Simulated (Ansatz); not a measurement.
# CoSi2: straining the crystal, uniaxial strain along a

How does CoSi2 answer uniaxial strain along a between -4.5 and +4.5 %? At each strain the lengths of b and c and the atoms relax, the angles are held, within the symmetry that is left.

Program: Ansatz 0.2.0. Level of theory: DFT PBE, scalar-relativistic, plane waves, PAW. These are calculated values, not measurements.

2 further runs of the same task are left out: 2 set aside as unsound or not needed.

### Step 1. The system as given

The structure is cubic, space group Fm-3m (No. 225). The conventional cell has a = 5.360 Å, b = 5.360 Å, c = 5.360 Å, α = 90.00°, β = 90.00°, γ = 90.00°. Co (site symmetry m-3m) is surrounded by 8 Si at 2.32 Å. Around Si (site symmetry -43m) lie 4 Co at 2.32 Å.

Structure file:

```cif
data_structure
_symmetry_space_group_name_H-M 'Fm-3m'
_symmetry_Int_Tables_number 225
_cell_length_a 5.3599
_cell_length_b 5.3599
_cell_length_c 5.3599
_cell_angle_alpha 90.000
_cell_angle_beta 90.000
_cell_angle_gamma 90.000
_cell_volume 153.98
loop_
_atom_site_label
_atom_site_type_symbol
_atom_site_symmetry_multiplicity
_atom_site_Wyckoff_symbol
_atom_site_fract_x
_atom_site_fract_y
_atom_site_fract_z
_atom_site_occupancy
Co1 Co 4 a 0.00000 0.00000 0.00000 1
Si1 Si 8 c 0.75000 0.75000 0.25000 1
```

The unstrained cell was computed beforehand with the same settings: E(σ→0) = -12798.3552 eV for 6 atoms, gap none (metal).

### Step 2. The cell strained by -1.5 %

input.yaml

```yaml
crystal:
  lattice:
    - [2.6397399745, 2.6397399745, 0.0]
    - [-2.6899888319, 2.6899888319, 0.0]
    - [0.0, 0.0, 5.3799776637]
  atoms:
    - { symbol: Co, position: [0.0, 0.0, 0.0] }
    - { symbol: Co, position: [0.5, 0.5, 0.5] }
    - { symbol: Si, position: [0.0, 0.5, 0.75] }
    - { symbol: Si, position: [0.5, 0.0, 0.75] }
    - { symbol: Si, position: [0.5, 0.0, 0.25] }
    - { symbol: Si, position: [0.0, 0.5, 0.25] }
basis:
  ecutwfc: 420
kpoints:
  mp_grid: { grid: [10, 10, 8] }
hamiltonian:
  xc: pbe
scf:
  occupations: { method: gaussian, width: 0.1 }
output:
  forces: true
  stress: true
  eigenvalues: true
relax:
  adjacent_minimum: "off"
  f_tol: 0.008
  max_steps: 40
  cell: { stress_tol: 0.015, fix: [a, angles] }
```

Command:

```sh
ansatz run input.yaml --threads 1 --pin off --max-ram 2560MiB --backend cpu --events-out ev --progress --plain --runs-dir out
```

Further runs follow: strain +1.5 %; At -3.0 %; At +3.0 %; the cell strained by -4.5 %; At +4.5 %.

Before running it: what results should come out? Wanted: (1/V) d²E/dε² at zero strain, cubic fit; strain of the free axis b per applied strain.

The runs gave:

| quantity | value |
| --- | --- |
| largest energy cost | 17.3 meV/atom at +4.5 % |
| (1/V) d²E/dε² at zero strain, cubic fit | 191 GPa |
| strain of the free axis b per applied strain | -0.08 |

In words: The curvature of the energy, 191 GPa, is Young's modulus along a, angles held. Compression by 4.5 % costs 13.7 meV/atom and stretching 17.3. On this cell's mesh the unstrained reference holds a stress of up to 0.16 GPa. The free axis b moves against the applied strain (factor -0.08). Spin polarisation is off in the runs that give these values; a magnetic solution could lie lower.
